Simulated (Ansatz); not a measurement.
## ZrSe2 under changes of volume

One of the cells (25.784 Å³/atom); the others are scaled copies at fixed shape and fractional positions:

```
Zr Se
1.0
     3.79800    0.00000    0.00000
    -1.89900    3.28916    0.00000
     0.00000    0.00000    6.19200
Zr Se
1 2
Direct
  0.00000 0.00000 0.00000
  0.66667 0.33333 0.75000
  0.33333 0.66667 0.25000
```

```yaml
Program: Ansatz 0.2.0
Functional: PBEsol
Potentials_or_basis: all-electron LAPW, scalar-relativistic
Cutoff: 235 eV (chosen from the basis error)
Basis_error_allowed: 0.001 eV/atom
k_mesh: 8 × 8 × 5
Occupations: fermi-dirac, width 0.05 eV
Spin: no spin polarisation
```

| volume (Å³/atom) | energy over the lowest point (meV/atom) | pressure (GPa) | gap on the mesh (eV) | largest force (eV/Å) |
| --- | --- | --- | --- | --- |
| 24.237 | ? | ? | ? | ? |
| 24.753 | 4.22 | 2.2 | 0.31 | 0.548 |
| 25.268 | 0.00 | 0.4 | 0.34 | 0.308 |
| 25.784 | 1.26 | -1.2 | 0.36 | 0.085 |
| 26.300 | 7.45 | -2.6 | 0.38 | 0.122 |
| 26.815 | 18.09 | -4.0 | 0.40 | 0.315 |
| 27.331 | 32.75 | -5.1 | 0.42 | 0.495 |

Question: What does the run at 24.237 Å³/atom give?

Answer: Energy over the lowest point 14.51 meV/atom; pressure 4.2 GPa; gap on the mesh 0.29 eV; largest force 0.807 eV/Å.

Worked out: A Birch-Murnaghan fit of order 3 (a polynomial in V^(-2/3)) to the other rows has its minimum at 25.40 Å³/atom with B0 = V·E''(V) = 82 GPa and B' = 4.1 at fixed shape and positions, which overstates the stiffness. It gives 14.53 meV/atom at 24.237 Å³/atom, against the run's 14.51, and -dE/dV = 4.2 GPa, against 4.2. A straight line through the other rows of the gap, of slope 1.08 eV per unit of ln V, extrapolates to 0.29 eV, against the run's 0.29.

Energies are extrapolated to zero smearing.

Caveats: an odd mesh through Γ misses points on the zone boundary, where band edges often lie; this functional lacks dispersion, which binds the layers, so the pressure and a relaxed spacing across them are unreliable. Spin-orbit coupling on Se, Zr is left out.

The runs don't all hold the same shells in valence.
